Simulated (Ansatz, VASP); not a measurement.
BN in VASP and in Ansatz

The input INCAR:

```
SYSTEM = BN
ALGO     = Normal         ! electronic algorithm
EDIFF    = 1E-6           ! SCF threshold, eV
ENCUT    = 520            ! plane-wave cutoff, eV
GGA      = PE             ! functional
ISIF     = 2              ! what is computed and relaxed
ISMEAR   = 0              ! smearing method
LASPH    = .TRUE.         ! aspherical terms in the spheres
LCHARG   = .FALSE.        ! write CHGCAR
LREAL    = .FALSE.        ! projectors in reciprocal space
LWAVE    = .FALSE.        ! write WAVECAR
NBANDS   = 16             ! bands
NELM     = 60             ! most SCF steps
PREC     = Accurate       ! precision mode
SIGMA    = 0.05           ! smearing width, eV
```

The input KPOINTS:

```
k-points
0
G
  12 12 6
  0 0 0
```

Contents of POSCAR:

```
BN
1.0
    2.5545800962      0.0000000000      0.0670577275
   -1.2772900481      2.2123312593     -0.0335288638
    0.1108935066      0.0000000000      4.2245145363
B N
2 2
Direct
    0.6666666667      0.3333333333      0.9998058548
    0.3333333333      0.6666666667      0.4998058548
    0.6666666667      0.3333333333      0.6251941452
    0.3333333333      0.6666666667      0.1251941452
```

Input for Ansatz:

```yaml
crystal:
  lattice:
    - [2.5545800962, 0.0, 0.0670577275]
    - [-1.2772900481, 2.2123312593, -0.0335288638]
    - [0.1108935066, 0.0, 4.2245145363]
  atoms:
    - { symbol: B, position: [0.6666666667, 0.3333333333, 0.9998058548] }
    - { symbol: B, position: [0.3333333333, 0.6666666667, 0.4998058548] }
    - { symbol: "N", position: [0.6666666667, 0.3333333333, 0.6251941452] }
    - { symbol: "N", position: [0.3333333333, 0.6666666667, 0.1251941452] }
basis:
  ecutwfc: 420
kpoints:
  mp_grid: { grid: [12, 12, 6] }
hamiltonian:
  xc: pbe
scf:
  occupations: { method: gaussian, width: 0.05 }
output:
  forces: true
  stress: true
  eigenvalues: true
```

Change from the starting cell: strain +0.0525 x Voigt [0, 0, 0, 0, 1, 0], atoms carried along.

Alike in both runs: task single point; functional PBE; k mesh 12 × 12 × 6; occupations gaussian, width 0.05 eV; no spin polarisation.

|  | VASP | Ansatz |
| --- | --- | --- |
| version | VASP 6.6.1 | Ansatz 0.2.0 |
| potentials or method | VASP PAW PBE potentials, release 64 (B, N) | scalar-relativistic, plane waves, PAW |
| plane-wave cutoff (eV) | 520 | 420 |
| valence electrons in the cell | 16 | 16 |

|  | VASP | Ansatz | Ansatz less VASP |
| --- | --- | --- | --- |
| gap on the k mesh at the Fermi level (eV) | 5.12 | 5.13 | +0.016 |
| least direct gap on the mesh (eV) | 8.06 | 8.07 | +0.008 |
| pressure (GPa) | 0.7 | 0.5 | -0.24 |
| largest component of the traceless stress (GPa) | 17.51 | 17.45 | -0.058 |
| rms of the force components (eV/Å) | 0.078 | 0.075 | -0.0030 |

Atom by atom the forces differ by 0.003 eV/Å (rms over components).

A k mesh can miss the band edges.
